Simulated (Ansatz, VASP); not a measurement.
**Two plane-wave programs on Br**

```xyz
1
Lattice="0.0000 1.8102 1.8102 1.8102 0.0000 1.8102 1.8102 1.8102 0.0000" Properties=species:S:1:pos:R:3 pbc="T T T"
Br    0.0000    0.0000    0.0000
```

Change from the starting cell: volume scaled by 0.45, PAW files.

Alike in both runs: task single point; functional PBE; k mesh 14 × 14 × 14; occupations fermi-dirac, width 0.05 eV; no spin polarisation.

```csv
,VASP,Ansatz
version,VASP 6.6.1,Ansatz 0.2.0
potentials or method,"VASP PAW PBE potentials, release 64 (Br)","PAW with Ansatz's default frozen-core files, scalar-relativistic"
plane-wave cutoff (eV),520,420
valence electrons in the cell,7,7
```

```csv
,VASP,Ansatz,Ansatz less VASP
pressure (GPa),163.3,162.9,-0.37
```

Caveats: the cell as given lies far from equilibrium; so large a pressure means that the cell lies far from this level's equilibrium, or that cutoff or potentials fall short (VASP); an odd number of electrons without spin polarisation forces a metal; a magnetic or distorted state may lie lower.
